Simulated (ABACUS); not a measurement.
The system is CoO.

```xyz
2
Lattice="-1.5080 1.5080 2.1072 1.5080 -1.5080 2.1072 1.5080 1.5080 -2.1072" Properties=species:S:1:pos:R:3 pbc="T T T"
Co    0.0000    0.0000    0.0000
O     0.0000    0.0000    2.1072
```

- Program: ABACUS 3.10.1
- Task: single point
- Functional: PBE
- Potentials or basis: PseudoDojo NC SR 0.4.1 PBE standard
- Cutoff: 1361 eV
- Density cutoff: 5442 eV
- Basis: DZP LCAO (the cutoffs set its grid)
- k mesh: 12 × 12 × 12
- Occupations: fermi-dirac, width 0.05 eV
- Spin: collinear spin, ferromagnetic start
- Starting moments: [2.0, 0.0] μB

On this cell: pressure 0.7 GPa; largest force under 0.003 eV/Å; net moment 2.98 μB per cell; site moments Co +2.67; O +0.30 μB; band gap on the k mesh none (metal or under the smearing width).

The same run follows on a disturbed copy (atoms moved at random, drawn with an rms of 0.05 Å):

```
CELL_PARAMETERS angstrom
-1.50800 1.50800 2.10725
1.50800 -1.50800 2.10725
1.50800 1.50800 -2.10725
ATOMIC_POSITIONS crystal
Co 0.99472 0.00494 0.01533
O 0.51463 0.49959 0.00496
```

Problem. What does the disturbed cell give?

Solution. The energy (extrapolated to zero smearing) moves by +2.1 meV/atom; pressure 1.2 GPa; largest force 0.123 eV/Å; net moment 2.98 μB per cell; site moments Co +2.67; O +0.31 μB; band gap on the k mesh none (metal or under the smearing width).

Forces on the atoms (eV/Å):
```
Co  -0.054  0.027  0.107
O    0.054 -0.027 -0.107
```

Stress tensor (GPa, compression positive):
```
 0.61 -0.38  0.31
-0.38  0.84 -0.13
 0.31 -0.13  2.17
```

Caveats: the atomic orbitals were generated for these runs and aren't a published set; the basis of atomic orbitals isn't converged, which shifts pressures, moduli and gaps; a cell with one magnetic atom can't hold antiferromagnetic order, which such compounds often take; semilocal functionals often make such compounds metallic where correlation or magnetic order opens a gap, which also shifts bond lengths.
